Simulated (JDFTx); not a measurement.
Pb:

```
CELL_PARAMETERS angstrom
0.00000 2.47502 2.47502
2.47502 0.00000 2.47502
2.47502 2.47502 0.00000
ATOMIC_POSITIONS crystal
Pb 0.00000 0.00000 0.00000
```

| Quantity | Value |
| --- | --- |
| Program | JDFTx 1.7.0 (patched build) |
| Task | relaxation of cell and atoms |
| Functional | LDA |
| Potentials or basis | SG15-PBE-1.2 with smoothed tails |
| Cutoff | 1088 eV |
| Density cutoff | 4354 eV |
| k mesh | 4 × 4 × 4 |
| Occupations | fermi-dirac, width 0.05 eV |
| Spin | no spin polarisation |

At the start: pressure -2.7 GPa; volume 30.32 Å³/atom.

How do energy, volume and symmetry change on relaxing?

Over 6 steps the energy falls by 14.3 meV/atom and the volume is 28.69 Å³/atom (-5.4 %); space group Fm-3m (No. 225, to 0.05 Å).

The path:
```tsv
step	energy change (eV)	largest force (eV/Å)	pressure (GPa)	volume (Å³)
1	0.0000	0.0000	-2.66	30.32
2	-0.0051	0.0000	-2.18	29.99
3	-0.0142	0.0000	0.15	28.61
4	-0.0143	0.0000	0.00	28.69
5	-0.0143	0.0000	0.00	28.69
6	-0.0143	0.0000	0.00	28.69
```

Final structure:
```
Pb
1.0
     0.00000    2.42990    2.42990
     2.42990    0.00000    2.42990
     2.42990    2.42990    0.00000
Pb
1
Direct
  0.00000 0.00000 0.00000
```

Caveat: the k mesh is coarse (spacing up to 0.55 Å⁻¹), so the values aren't converged; the potentials were made for another functional, which shifts forces and pressure.
